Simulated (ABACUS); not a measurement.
The system is Al.

```xyz
1
Lattice="0.0000 2.0248 2.0248 2.0248 0.0000 2.0248 2.0248 2.0248 0.0000" Properties=species:S:1:pos:R:3 pbc="T T T"
Al    0.0000    0.0000    0.0000
```

```yaml
Program: ABACUS 3.10.1
Task: single point
Functional: PBE
Potentials_or_basis: PseudoDojo NC SR 0.4.1 PBE standard
Cutoff: 558 eV
Density_cutoff: 2231 eV
Basis: plane waves
k_mesh: 11 × 11 × 11
Occupations: fermi-dirac, width 0.05 eV
Spin: no spin polarisation
```

On this cell: pressure -0.7 GPa; band gap on the k mesh none (metal or under the smearing width).

The same run follows on a disturbed copy (cell strained at random at fixed volume):

```
Al
1.0
     0.04789    1.96914    2.02685
     2.04326   -0.00835    2.08310
     2.04058    2.02271   -0.00568
Al
1
Direct
  0.00598 0.98688 0.02117
```

What changes?

The energy (extrapolated to zero smearing) moves by +4.7 meV/atom; pressure -0.5 GPa; band gap on the k mesh none (metal or under the smearing width).

Stress tensor (GPa, compression positive):
```
 0.42 -0.73 -1.16
-0.73  0.32  1.53
-1.16  1.53 -2.14
```
